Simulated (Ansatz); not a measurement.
Input file for Ansatz (a program for electronic structure):

Ansatz 0.2 input:
```yaml
crystal:
  lattice:
    - [3.6343599438, 0.0, 0.0]
    - [-1.8171799719, 3.1474480378, 0.0]
    - [0.0, 0.0, 3.864782779]
  atoms:
    - { symbol: Li, position: [0.0, 0.0, 0.5] }
    - { symbol: Li, position: [0.3333333333, 0.6666666667, 0.0] }
    - { symbol: Li, position: [0.6666666667, 0.3333333333, 0.0] }
    - { symbol: N, position: [0.0, 0.0, 0.0] }
kpoints:
  mp_grid: { grid: [9, 9, 6] }
hamiltonian:
  xc: pbe
  pseudopotentials: { kind: paw }
scf:
  occupations: { method: fixed }
phonons:
  method: dfpt
  response_accuracy: low
  qmesh: [3, 3, 3]
  interpolated_qmesh: [17, 17, 14]
  dielectric: true
  rigid_motions: translations
  temperatures: { t_max: 1000, t_step: 50 }
  qpath:
    path:
      - [[0.0, 0.0, 0.0], [0.5, 0.0, 0.0], [0.3333333333, 0.3333333333, 0.0], [0.0, 0.0, 0.0], [0.0, 0.0, 0.5], [0.5, 0.0, 0.5], [0.3333333333, 0.3333333333, 0.5], [0.0, 0.0, 0.5]]  # Γ-M-K-Γ-A-L-H-A
      - [[0.5, 0.0, 0.5], [0.5, 0.0, 0.0]]  # L-M
      - [[0.3333333333, 0.3333333333, 0.5], [0.3333333333, 0.3333333333, 0.0]]  # H-K
    npoints: 9
```

Output (shortened):

```
WARN phonons: the dynamical matrix that this run interpolates holds no multipole term above the dipole-dipole one, and a site of this crystal is no centre of …
zone centre: on kpoints.mp_grid the ground state, and the responses unless they are solved on pairs of k-points, stand on 140 of the mesh's 486 k-points, …
Pseudopotentials: kind: paw
Pseudopotential: Li, paw, valence charge 3
Pseudopotential: N, paw, valence charge 5
Functional definition: PBE
Crystal: 4 atoms, lattice volume = 44.209 Å³
Basis set: ecut = 420 eV, 853 PW (Γ), exchange–correlation on 50×50×54 points (8 copies of the dense FFT grid, shifted against one another)
Bands: 11, of which v1, the nominal top of the filled ones, is band 7 counted from 1 (6 counted from 0)
Symmetry: 24 space group operations
k-points: 140 of 486 (irreducible under 2 space group operations, time reversal used)
Initial wavefunctions: pseudopotential atomic-orbital guess
Eigensolver: davidson
Functional: x = pbe(κ = 0.804, μ = 0.2195149727645171), c = pbe(β = 0.06672455060314922)
all-band conjugate gradients solve this SCF's bands
SCF 1 converged in 8 iterations: F = -999.586954 eV  dr2 = 2.71e-11
── the response to a field inside a basis, on 10×10×6 k-points: an SCF that follows is theirs, and a resumed run solves both again ──
Crystal: 4 atoms, lattice volume = 44.209 Å³
Bands: 8, of which v1, the nominal top of the filled ones, is band 7 counted from 1 (6 counted from 0)
k-points: 90 of 600 (irreducible under 8 space group operations)
Initial density: handed on by an earlier stage of this run
Initial wavefunctions: pseudopotential atomic-orbital guess (no wavefunctions were taken with the density)
Eigensolver: Dense (90 Hₖ)
all-band conjugate gradients don't solve this SCF's bands (scf.eigensolver.kind)
SCF 1 converged in 4 iterations: F = -999.588698 eV  dr2 = 9.98e-9
WARN: field response: ε∞ stands inside a basis, on 10×10×6 points …
WARN: on the 17×17×14 q-mesh 8 entries of the irreducible table, 1.310e-2 modes per cell, the lowest at -65.51 cm⁻¹, stand at or below zero and are read as no …
SCF converged after 8 iterations
Free energy (F): -999.586954 eV
Harris-Foulkes:  -999.586954 eV  (|F-HF|=2.16e-11)
Internal energy: -999.586954 eV  (E = F + TS)
E sigma→0 (E₀):  -999.586954 eV
Fermi energy:    2.407587 eV
--- Per-component energies (eV) ---
  E_band       = -261.723840
  E_kinetic    = 197.263708
  E_local      = -654.280297  (includes V_loc(G=0)·N_el)
  E_nonlocal   = -53.786094
  E_hartree    = 212.457199
  E_xc         = -93.479329
  E_vxc        = -119.424153  (∫ρ·V_xc dr)
  E_paw        = -189.888282  (= ΣΔE_a)
  E_vpaw       = -56.411450  (= ΣTr[D̂ρ^β])
  E_aug_tail   = 0.000139  (compensation charges beyond the density's cutoff)
  E_ewald      = -417.873998
  E_smearing   =  0.000000  (= −TS)
  E_closure    =  0.000000  (closes the sum)
  Σ components = -999.586954   (vs F -999.586954, Δ=0.00e0)
--- Band table (eV; the first three rows and the last of 140) ---
  k-point 0: bands = ["-42.1027", "-41.7579", "-41.6160", "-9.0695", "0.8566", "2.2014", "2.2014", "3.4689", "9.7224", "9.7224", "10.7084"]
  k-point 1: bands = ["-42.1021", "-41.7578", "-41.6164", "-9.0840", "0.4465", "2.2508", "2.2508", "4.2078", "9.8886", "9.8886", "10.3746"]
  k-point 2: bands = ["-42.1007", "-41.7577", "-41.6173", "-9.1130", "-0.0931", "2.3541", "2.3541", "5.5745", "9.6362", "10.2846", "10.2846"]
  k-point 139: bands = ["-42.0046", "-41.8511", "-41.6162", "-9.0782", "1.1881", "1.2279", "1.4695", "4.6249", "7.0381", "10.6457", "12.3630"]
  band table: 11 of 11 bands, residual norms ≤ 1.0e-3 eV
--- Phonons (Γ-DFPT): 6 representative perturbations + reference, on 140 of 486 k-points (Σ response iterations 18) ---
  k mesh reduced under 2 symmetry operations, with k and −k counted as one. Each operation leaves every solved perturbation unchanged …
  ASR residual: 2.992e-4 → 0.000e0 eV/Å²; symmetrization residual: 5.307e-6 eV/Å²
  ASR residual per site (eV/Å²): 1.91e-4 5.47e-5 5.47e-5 2.99e-4
  Γ frequencies (cm⁻¹): -65.51 0.00 0.00 0.00 320.26 320.26 406.38 406.38 484.23 612.95 612.95 666.83
  ε∞ (high-frequency dielectric tensor):
        6.019718     0.000000     0.000000
        0.000000     6.019718     0.000000
        0.000000     0.000000     5.604393
  ε⁰ (static dielectric tensor): not given — an optical mode at Γ is not stable, and the ionic part, a sum over the modes at Γ, is formed only where all of …
  softest optical mode at Γ: -65.51 cm⁻¹; the repairs (sum rule, projections) moved no ω² at Γ by more than (3.16 cm⁻¹)²
  Born effective charges Z* (e; rows j = field, columns β = displacement):
    site 0:
         0.86217    0.00000    0.00000
         0.00000    0.86217    0.00000
         0.00000    0.00000    1.07285
    site 1:
         0.93091    0.00000    0.00000
         0.00000    0.93091    0.00000
         0.00000    0.00000    0.38598
    site 2:
         0.93091    0.00000    0.00000
         0.00000    0.93091    0.00000
         0.00000    0.00000    0.38598
    site 3:
        -2.72399    0.00000    0.00000
         0.00000   -2.72399    0.00000
         0.00000    0.00000   -1.84481
  Z* charge neutrality: 2.985e-3 e pre-enforcement
  solved inside a basis spanned on kpoints, on 10×10×6 k-points, its susceptibility summed on 14×14×12 …
  optical modes at Γ without the LO–TO term, one row a degenerate level:
      ω (cm⁻¹)  modes    IR ((D/Å)²/amu)
        -65.51      1             0.0000
        320.26      2            11.5614
        406.38      2            29.3474
        484.23      1             1.9415
        612.95      2             0.0000
        666.83      1             8.4809
  optical modes at Γ + LO–TO along q̂ = [1.0000, 0.0000, 0.0000]:
      ω (cm⁻¹)  modes    IR ((D/Å)²/amu)
        -65.51      1             0.0000
        320.26      1             5.7807
        340.86      1             0.4175
        406.38      1            14.6737
        484.23      1             1.9415
        561.66      1            20.0369
        612.95      2             0.0000
        666.83      1             8.4809
  optical modes at Γ + LO–TO along q̂ = [0.0000, 1.0000, 0.0000]:
      ω (cm⁻¹)  modes    IR ((D/Å)²/amu)
        -65.51      1             0.0000
        320.26      1             5.7807
        340.86      1             0.4175
        406.38      1            14.6737
        484.23      1             1.9415
        561.66      1            20.0369
        612.95      2             0.0000
        666.83      1             8.4809
  optical modes at Γ + LO–TO along q̂ = [0.0000, 0.0000, 1.0000]:
      ω (cm⁻¹)  modes    IR ((D/Å)²/amu)
        -65.51      1             0.0000
        320.26      2            11.5614
        406.38      2            29.3474
        496.67      1             1.0193
        612.95      2             0.0000
        722.61      1             9.4031
  non-analytic LO–TO correction: the dipole-dipole term of the run's Born effective charges and high-frequency dielectric tensor (where they are solved with …
--- Phonons (arbitrary-q DFPT): 6 irreducible q on the 3×3×3 mesh ---
  q = [0.0000, 0.0000, 0.0000] (star 1, of the zone-centre solve; hermiticity 8.83e-7, symmetrization 1.63e-7): -65.51  0.00  0.00 0.00 320.26 320.26 406.38 406.38 484.23 612.95 612.95 666.83
  q = [0.0000, 0.0000, 0.3333] (star 2, 6 solved perturbations in 666 linear systems a pass and spin channel, the states on 150 of 486 k-point pairs; hermiticity 6.14e-7, symmetrization 2.09e-10): 70.59 96.27 96.27 243.81 295.46 295.46 402.94 402.94 525.47 611.99 611.99 672.42
  q = [0.0000, 0.3333, 0.0000] (star 6, 9 solved perturbations on 180 of 486 k-point pairs; hermiticity 1.34e-6, symmetrization 5.59e-12): 100.13 186.33 196.92 272.44 309.98 352.31 374.03 406.65 504.25 627.41 641.17 662.36
  q = [0.0000, 0.3333, 0.3333] (star 12, 9 solved perturbations on 270 of 486 k-point pairs; hermiticity 6.72e-7, symmetrization 1.83e-11): 159.71 196.11 212.81 302.75 323.43 357.47 367.11 470.35 494.77 584.10 638.59 664.87
  q = [0.3333, 0.3333, 0.0000] (star 2, 6 solved perturbations in 768 linear systems a pass and spin channel, the states on 180 of 486 k-point pairs; hermiticity 1.06e-6, symmetrization 1.82e-7): 232.72 237.25 271.67 271.67 275.58 275.58 427.43 427.43 516.08 516.08 659.80 683.55
  q = [0.3333, 0.3333, 0.3333] (star 4, 6 solved perturbations in 1152 linear systems a pass and spin channel, the states on 270 of 486 k-point pairs; hermiticity 1.01e-6, symmetrization 1.76e-7): 169.56 169.56 231.77 374.94 374.94 404.59 422.48 422.48 509.52 …
  sum rule: each row above includes the acoustic sum rule's correction from the zone centre's row sums; it moved no ω² by more than (2.73 cm⁻¹)²
  mesh force constants: q→R imaginary residual 1.16e-16; ASR residual 2.992e-4 → 0.000e0 eV/Å²; symmetrization residual 5.329e-15 eV/Å²
  interpolated dispersion: 85 rows × 12 modes
  density of states and harmonic sums: on the 17×17×14 q-mesh, interpolated from the force constants of a 3×3×3 supercell (with the dipole–dipole term)
  largest difference from the sums on the solved wave vectors: F 2.28e-2 eV, S 3.44e-5 and C_V 1.15e-5 eV/K
  zero-point energy: 0.291914 eV/cell   skipped modes (ω ≤ 0): 11, of them read as no rigid motion or as one in doubt …
```

Cost: very roughly 5 core-minutes on shared cores.

Space group P6/mmm. The cell was relaxed with PBE under the symmetry of its start. At this level the phase is dynamically unstable (imaginary phonons).

Potentials: the later of the program's two PAW sets.

Ansatz is a plane-wave DFT program.
